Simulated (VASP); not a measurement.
Wanted: the native input for a VASP 6.6.1 run.

```yaml
Task: single point
Functional: r2SCAN
Potentials_or_basis: VASP PAW PBE potentials, release 64 (Ba_sv, S)
Cutoff: 520 eV
k_mesh: 4 × 4 × 4
Occupations: gaussian, width 0.01 eV
Spin: no spin polarisation
Dipole_correction: no
Further_INCAR_settings: ALGO = Normal; EDIFF = 1e-07; NBANDS = 15
```

BaS:

```
Ba S
1.0
     3.83376    0.00000    0.00000
     0.00000    3.83376    0.00000
     0.00000    0.00000    3.83376
Ba S
1 1
Direct
  0.00000 0.00000 0.00000
  0.50000 0.50000 0.50000
```

The cell was built by a generator and needn't be a form met in nature.

The input as run:

POSCAR

```
BaS
1.0
    3.8337582655      0.0000000000      0.0000000000
    0.0000000000      3.8337582655      0.0000000000
    0.0000000000      0.0000000000      3.8337582655
Ba S
1 1
Direct
    0.0000000000      0.0000000000      0.0000000000
    0.5000000000      0.5000000000      0.5000000000
```

INCAR.step1

```
PREC = Accurate ; ENCUT = 520
ISMEAR = 0 ; SIGMA = 0.01
LREAL = F ; LASPH = T
NELM = 100 ; NBANDS = 15
GGA = PE ; ALGO = Normal
EDIFF = 1E-4 ; LWAVE = T
LCHARG = F
```

INCAR.step2

```
PREC = Accurate ; ENCUT = 520
EDIFF = 1E-7 ; ISMEAR = 0
SIGMA = 0.01 ; LREAL = F
LASPH = T ; NELM = 100
ALGO = Normal ; ISIF = 2
LWAVE = F ; LCHARG = T
METAGGA = R2SCAN ; LMIXTAU = T
LELF = T ; LVHAR = T
NBANDS = 15 ; ISTART = 1
```

KPOINTS

```
regular mesh
0
Gamma
  4 4 4
```

Potentials or basis: VASP PAW PBE potentials, release 64 (Ba_sv, S).

Command:

```sh
$ cat potpaw_PBE.64/Ba_sv/POTCAR potpaw_PBE.64/S/POTCAR > POTCAR
$ cp INCAR.step1 INCAR
$ mpirun -np 1 vasp_std > vasp.out
$ cp INCAR.step2 INCAR
$ mpirun -np 1 vasp_std > vasp.out
```

Results of the run:

```json
{"Pressure": "1.0 GPa", "Band gap on the k mesh": "1.80 eV, indirect (least direct gap 1.90 eV)"}
```

Caveat: the PAW data sets were made with another functional, which shifts forces and pressure a little; spin-orbit coupling is left out, which moves the levels of the heavy elements.

It took 64 s on 1 thread of AMD EPYC 7R43 64-Core Processor (Zen 3), with other jobs on the host, peak memory 0.14 GiB.
